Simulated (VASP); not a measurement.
# AlN in VASP 6.6.1, single-point calculation

INCAR

```
NSW = 0
PREC = Low
NELM = 120
IVDW = 10
NBANDS = 16
LREAL = .FALSE.
IBRION = -1
GGA = PE
SIGMA = 0.02
ISMEAR = -1
ISIF = 2
LWAVE = .FALSE.
LCHARG = .FALSE.
LASPH = .TRUE.
ENCUT = 520
EDIFF = 1E-7
```

KPOINTS

```
KPOINTS created by Atomic Simulation Environment
0
Gamma
12 12 6
0 0 0
```

POSCAR

```
Al N
 1.0000000000000000
     3.1066937601931870    0.0000000000000000    0.0000000000000000
    -1.5533468800965935    2.6904757181059007    0.0000000000000000
     0.0000000000000000    0.0000000000000000    4.7794478898000001
 Al  N
   2   2
Cartesian
  0.0000000000000001  1.7936504787372674 -0.0378243971323606
  1.5533468800965939  0.8968252393686337  2.3518995477676388
  0.0000000000000001  1.7936504787372674  1.8301173558073607
  1.5533468800965939  0.8968252393686337  4.2198413007073610
```

The recommended PBE PAW datasets give the neutral cell 16 valence electrons.

Command

```
mpirun -np 1 vasp_std
```

OSZICAR

```
N       E                     dE             d eps       ncg     rms          rms(c)
DAV:   1     0.410353631394E+02    0.41035E+02   -0.74459E+03  2448   0.902E+02
DAV:   2    -0.311805929510E+02   -0.72216E+02   -0.66352E+02  3392   0.189E+02
DAV:   3    -0.345389633374E+02   -0.33584E+01   -0.33497E+01  2992   0.419E+01
DAV:   4    -0.345587056555E+02   -0.19742E-01   -0.19741E-01  3016   0.361E+00
DAV:   5    -0.345589579502E+02   -0.25229E-03   -0.25229E-03  3024   0.412E-01    0.125E+01
DAV:   6    -0.296457426676E+02    0.49132E+01   -0.10502E+01  2952   0.239E+01    0.427E+00
DAV:   7    -0.296595642646E+02   -0.13822E-01   -0.73917E-01  2616   0.607E+00    0.302E+00
DAV:   8    -0.296520342208E+02    0.75300E-02   -0.60018E-02  2752   0.223E+00    0.572E-01
DAV:   9    -0.296469538829E+02    0.50803E-02   -0.12553E-02  3120   0.841E-01    0.241E-01
DAV:  10    -0.296475618471E+02   -0.60796E-03   -0.22486E-03  2656   0.303E-01    0.133E-01
DAV:  11    -0.296474772310E+02    0.84616E-04   -0.19606E-04  2760   0.109E-01    0.298E-02
DAV:  12    -0.296474805513E+02   -0.33203E-05   -0.11164E-05  2896   0.266E-02    0.779E-03
DAV:  13    -0.296474804186E+02    0.13273E-06   -0.45163E-06  2688   0.169E-02    0.343E-03
DAV:  14    -0.296474804263E+02   -0.76758E-08   -0.30439E-07  2792   0.472E-03
   1 F= -.30741302E+02 E0= -.30741302E+02  d E =-.615980E-11
```

From OUTCAR

```
k-points           NKPTS =     76   k-points in BZ     NKDIM =     76   number of bands    NBANDS=     16

   NELECT =      16.0000    total number of electrons

   dimension x,y,z NGX =    18 NGY =   18 NGZ =   28
   dimension x,y,z NGXF=    20 NGYF=   20 NGZF=   30

  energy-cutoff  :      520.00
  volume of cell :       39.95
      direct lattice vectors                 reciprocal lattice vectors
     3.106693760  0.000000000  0.000000000     0.321885605  0.185840741  0.000000000
    -1.553346880  2.690475718  0.000000000     0.000000000  0.371681481  0.000000000
     0.000000000  0.000000000  4.779447890     0.000000000  0.000000000  0.209229188

 k-points in reciprocal lattice and weights: KPOINTS created by Atomic Simulation Env
   0.00000000  0.00000000  0.00000000       0.001
   0.08333333 -0.00000000  0.00000000       0.007
   0.16666667  0.00000000  0.00000000       0.007
   0.25000000 -0.00000000  0.00000000       0.007
   0.33333333  0.00000000  0.00000000       0.007
   0.41666667 -0.00000000  0.00000000       0.007
   0.50000000 -0.00000000  0.00000000       0.003
   0.08333333  0.08333333  0.00000000       0.007
   ...

 E-fermi :   7.2541

 k-point     1 :       0.0000    0.0000    0.0000
  band No.  band energies     occupation
      1      -8.8714      2.00000
      2      -6.4007      2.00000
      3       0.5483      2.00000
      4       5.4921      2.00000
      5       5.4923      2.00000
      6       6.2768      2.00000
      7       6.2770      2.00000
      8       6.8689      2.00000
      9      11.2167      0.00000
     10      13.3028      0.00000
     11      17.6771      0.00000
     12      17.6771      0.00000
     13      17.8779      0.00000
     14      19.9114      0.00000
     15      19.9114      0.00000
     16      20.9459      0.00000

 k-point     2 :       0.0833   -0.0000    0.0000
  band No.  band energies     occupation
      1      -8.7811      2.00000
      2      -6.3544      2.00000
      3       0.6532      2.00000
      4       5.0896      2.00000
      5       5.3715      2.00000
      6       5.8879      2.00000
      7       6.2738      2.00000
      8       6.8176      2.00000
      9      11.6259      0.00000
     10      13.6628      0.00000
     11      17.0688      0.00000
     12      17.4590      0.00000
     13      17.9403      0.00000
     14      19.7123      0.00000
     15      20.0185      0.00000
     16      20.1783      0.00000

 k-point     3 :       0.1667    0.0000    0.0000
  band No.  band energies     occupation
      1      -8.5175      2.00000
      2      -6.2296      2.00000
      3       0.9626      2.00000
      4       4.1049      2.00000
      5       5.0454      2.00000
      6       5.0894      2.00000
      7       6.2295      2.00000
      8       6.6428      2.00000
      9      12.4733      0.00000
     10      14.3403      0.00000
     11      16.0502      0.00000
     12      16.5995      0.00000
     13      18.6836      0.00000
     14      19.0877      0.00000
     15      19.4810      0.00000
     16      19.5281      0.00000

 ...

  Total       1.71126     1.71126     4.25972     0.00000     0.00000     0.00000
  in kB      68.63098    68.63098   170.83863     0.00000     0.00000     0.00000
  external pressure =      102.70 kB  Pullay stress =        0.00 kB

 POSITION                                       TOTAL-FORCE (eV/Angst)
 -----------------------------------------------------------------------------------
      0.00000      1.79365      4.74162        -0.000000     -0.000000      0.027862
      1.55335      0.89683      2.35190         0.000000      0.000000      0.027862
      0.00000      1.79365      1.83012         0.000000      0.000000     -0.027862
      1.55335      0.89683      4.21984        -0.000000      0.000000     -0.027862
 -----------------------------------------------------------------------------------
    total drift:                               -0.000044     -0.000076     -0.021104

  FREE ENERGIE OF THE ION-ELECTRON SYSTEM (eV)
  ---------------------------------------------------
  free  energy   TOTEN  =       -30.7413019139 eV

  energy  without entropy=      -30.7413019139  energy(sigma->0) =      -30.74130191
```

It converged. Results: gap between bands v and c on the k mesh 4.35 eV; least direct gap on the k mesh 4.35 eV; pressure 10.3 GPa; largest force 0.03 eV/Å. Band v is the last that the valence electrons fill when counted band by band, and c is the next.

For comparison, a separate PBE run of the intended cell, on usual settings and not on those above, gives a gap of 4.35 eV on its mesh and a pressure of 12.9 GPa.

The run above took about 19 s on one core of a shared host (Intel Xeon Platinum 8488C) and held 0.14 GiB at most.
